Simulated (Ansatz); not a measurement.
# Ge: the crystal squeezed far

One table from this session's results is given with a row withheld; the runs are named, their logs left out.

Method: DFT, PBE, PAW with Ansatz's default frozen-core files, scalar-relativistic, in Ansatz 0.2.0.

### The system as given

It takes space group Pm-3m (No. 221, cubic). Conventional cell: a = 2.738 Å, b = 2.738 Å, c = 2.738 Å, α = 90.00°, β = 90.00°, γ = 90.00°. Ge (site symmetry m-3m) has 6 Ge at 2.74 Å as nearest neighbours.

As a file:

```
Ge
1.0
     2.73774    0.00000    0.00000
     0.00000    2.73774    0.00000
     0.00000    0.00000    2.73774
Ge
1
Direct
  0.00000 0.00000 0.00000
```

Whether this phase is the stable one at these pressures isn't tested.

Set-up of the first run:

Contents of input.yaml:

```yaml
crystal:
  lattice:
    - [2.7377415812, 0.0, 0.0]
    - [0.0, 2.7377415812, 0.0]
    - [0.0, 0.0, 2.7377415812]
  atoms:
    - { symbol: Ge, position: [0.0, 0.0, 0.0] }
kpoints:
  mp_grid: { grid: [15, 15, 15] }
scf:
  occupations: { method: fermi_dirac, width: 0.08 }
hamiltonian:
  xc: pbe
  pseudopotentials: { kind: paw }
output:
  forces: true
  stress: true
relax:
  f_tol: 0.005
  max_steps: 40
  cell: {}
```

Launch:

```console
> ansatz run input.yaml --threads 1 --pin off --max-ram 2048MiB --backend cpu --events-out ev --progress --plain --runs-dir out
```

Steps of the session up to this table: Cell relaxed at zero pressure, PAW; Volume scaled by 1, PAW; Volume scaled by 0.92, PAW; Volume scaled by 0.84, PAW; Volume scaled by 0.76, PAW; Volume scaled by 0.68, PAW; Volume scaled by 0.6, PAW; Volume scaled by 0.52, PAW; Volume scaled by 0.45, PAW; Volume scaled by 0.45, PAW (partial_waves polarizable).

One table of the session follows, with a row left open; its other results are not shown here.

```
                         method  volume over the first  volume (Å³/atom)  pressure (GPa)
                            PAW                      1            19.910           -0.01
                            PAW                   0.92            18.317            6.73
                            PAW                   0.84            16.724           17.50
                            PAW                   0.76            15.131           35.00
                            PAW                   0.68            13.539           64.07
                            PAW                    0.6            11.946          113.51
                            PAW                   0.52            10.353          200.66
                            PAW                   0.45             8.959          337.68
PAW (partial_waves polarizable)                   0.45                 ?               ?
```

**Question.** Estimate the row for PAW (partial_waves polarizable), 0.45.

**Answer.** volume (Å³/atom): 8.959; pressure (GPa): 337.67.
